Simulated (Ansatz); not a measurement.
## ZnS, zinc blende: band edges under a change of volume

How fast do the gaps move when the cell is scaled evenly? The geometries come from the semilocal relaxation.

Calculated with Ansatz 0.2.0, HSE06, PAW files of the set soft_1, cutoff 600 eV, Fermi–Dirac smearing 0.02 eV, k-mesh 6×6×6, no spin polarisation, no spin-orbit coupling.

Reference cell, relaxed at zero pressure with PBEsol (F-43m): a = 3.7877 Å, b = 3.7877 Å, c = 3.7877 Å, α = 60.00°, β = 60.00°, γ = 60.00°.

```
atom       x       y       z
  Zn  0.0000  0.0000  0.0000
   S  0.7500  0.7500  0.7500
```

Levels are read on the k-mesh and along lines from Γ to X = (0.5, 0, 0.5), L = (0.5, 0.5, 0.5), K = (0.375, 0.375, 0.75) and W = (0.5, 0.25, 0.75) in the reciprocal basis of this cell (the letters only name these points), and count from the highest filled level.

| ln(V/V0) | gap (eV) | direct gap at Γ (eV) |
| --- | --- | --- |
| −0.0619 | 3.757 | 3.757 |
| −0.0408 | 3.656 | 3.656 |
| −0.0202 | 3.557 | 3.557 |
| 0.0000 | 3.461 | 3.461 |
| 0.0198 | 3.367 | 3.367 |
| 0.0583 | 3.185 | 3.185 |

**Question.** Fit the direct gap at Γ and give it at ln(V/V0) = 0.0392, a row left out above.

A straight line through the 6 rows: the means are −0.007467 for ln(V/V0) and 3.4972 for the level, Σ(Δx)² = 0.009361 and ΣΔxΔy = −0.04455, so the slope is −0.04455/0.009361 = −4.7592 and the intercept 3.4972 − (−4.7592)(−0.007467) = 3.4616.

The slope is the volume deformation potential of this gap, −4.76 eV, as a mean over the range. The line gives 3.275 eV. The run itself gives 3.275 eV, so the estimate misses by 0.000 eV, a rounding's worth.

The gap is direct at Γ in every row.

[Logs are printed without paths, hosts, clocks, repeated set-up lines and the standing remarks that a program may print on its own settings, such as how far it seeks lower states.]
